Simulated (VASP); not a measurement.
Here is a VASP 6.6.1 calculation.

The input INCAR:

```
SYSTEM = AgBr
PREC = Accurate
ENCUT = 600
EDIFF = 1E-6
ISMEAR = 0
SIGMA = 0.03
LREAL = .False.
LASPH = .True.
NELM = 80
ALGO = Normal
ISIF = 3
LWAVE = .False.
LCHARG = .False.
GGA = PE
IVDW = 12
IBRION = 2
NSW = 90
EDIFFG = -0.01
```

The input KPOINTS:

```
Automatic mesh
0
Gamma
  8 8 8
  0 0 0
```

File POSCAR:

```
AgBr
1.0
    0.0000000000      2.8701500000      2.8701500000
    2.8701500000      0.0000000000      2.8701500000
    2.8701500000      2.8701500000      0.0000000000
Ag Br
1 1
Direct
    0.0000000000      0.0000000000      0.0000000000
    0.5000000000      0.5000000000      0.5000000000
```

Potentials or basis: VASP PAW PBE potentials, release 64 (Ag, Br).

Launch:

```console
$ cat potpaw_PBE.64/Ag/POTCAR potpaw_PBE.64/Br/POTCAR > POTCAR
$ mpirun -np 1 vasp_std > vasp.out
```

**Question.** What does it give for the dispersion energy per atom?

**Answer.** -0.368 eV.

**Question.** Estimate the relaxed volume.

**Answer.** 23.50 Å³/atom.

**Question.** What does it give for the space group after relaxing (to 0.05 Å)?

**Answer.** Fm-3m (No. 225).

Final structure:
```cif
data_structure
_symmetry_space_group_name_H-M 'P 1'
_symmetry_Int_Tables_number 1
_cell_length_a 4.0507
_cell_length_b 4.0507
_cell_length_c 4.0507
_cell_angle_alpha 60.000
_cell_angle_beta 60.000
_cell_angle_gamma 60.000
_cell_volume 47.00
loop_
_atom_site_label
_atom_site_type_symbol
_atom_site_fract_x
_atom_site_fract_y
_atom_site_fract_z
_atom_site_occupancy
Ag1 Ag 0.00000 0.00000 0.00000 1
Br1 Br 0.50000 0.50000 0.50000 1
```
